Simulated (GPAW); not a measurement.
A run of GPAW 26.7.0 is set up as follows.

The input run.py:

```python
from ase import Atoms
from ase.dft.bandgap import bandgap
from ase.io import write
from ase.units import Bohr, GPa
from gpaw import GPAW, PW, setup_paths
from gpaw.elf import elf_from_dft_calculation

setup_paths.insert(0, '.')

atoms = Atoms(['Mn', 'O'],
              cell=[[0.0, 2.2239077028, 2.2239077028],
                    [2.2239077028, 0.0, 2.2239077028],
                    [2.2239077028, 2.2239077028, 0.0]],
              scaled_positions=[[0.0, 0.0, 0.0],
                                [0.5, 0.5, 0.5]],
              pbc=True)
atoms.set_initial_magnetic_moments([4.0, 0.0])

calc = GPAW(mode=PW(800),
            xc='PBEsol',
            kpts={'size': (10, 10, 10), 'gamma': True},
            occupations={'name': 'fermi-dirac', 'width': 0.05},
            nbands=21,
            convergence={'density': 1e-05, 'energy': 1e-05},
            maxiter=150,
            txt='gpaw.txt')
atoms.calc = calc
energy = atoms.get_potential_energy()
forces = atoms.get_forces()
stress = atoms.get_stress()
calc.write('gs.gpw')
write('result.traj', atoms)
print(f'Energy: {energy:.6f} eV')
print('Forces (eV/A):')
print(forces.round(4))
print('Stress (GPa):', (stress / GPa).round(3))
print('Moments:', calc.get_magnetic_moments().round(3))
print('Fermi level:', round(calc.get_fermi_level(), 4), 'eV')
print(f'Gap: {bandgap(calc)[0]:.4f} eV, direct: {bandgap(calc, direct=True)[0]:.4f} eV')

# fields on the real-space grid
write('density.cube', atoms, data=calc.get_pseudo_density() * Bohr**3)
write('potential.cube', atoms, data=calc.get_electrostatic_potential())
write('spin.cube', atoms, data=(calc.get_pseudo_density(spin=0) - calc.get_pseudo_density(spin=1)) * Bohr**3)
write('elf.cube', atoms, data=elf_from_dft_calculation(calc).data)
```

Potentials or basis: PAW data sets generated in the run's folder for this functional, pw.

Launch:

```sh
$ gpaw-setup -f PBEsol Mn O
$ OMP_NUM_THREADS=1 python run.py
```

(1) What does it give for the net moment?

(2) Estimate the site moments.

(3) Predict the band gap on the k mesh.

Results:

(1) 4.72 μB per cell.

(2) Mn +4.19; O +0.16 μB.

(3) none (metal or under the smearing width).

Caveat: a cell with one magnetic atom can't hold antiferromagnetic order, which such compounds often take; semilocal functionals often make such compounds metallic where correlation or magnetic order opens a gap, which also shifts bond lengths.
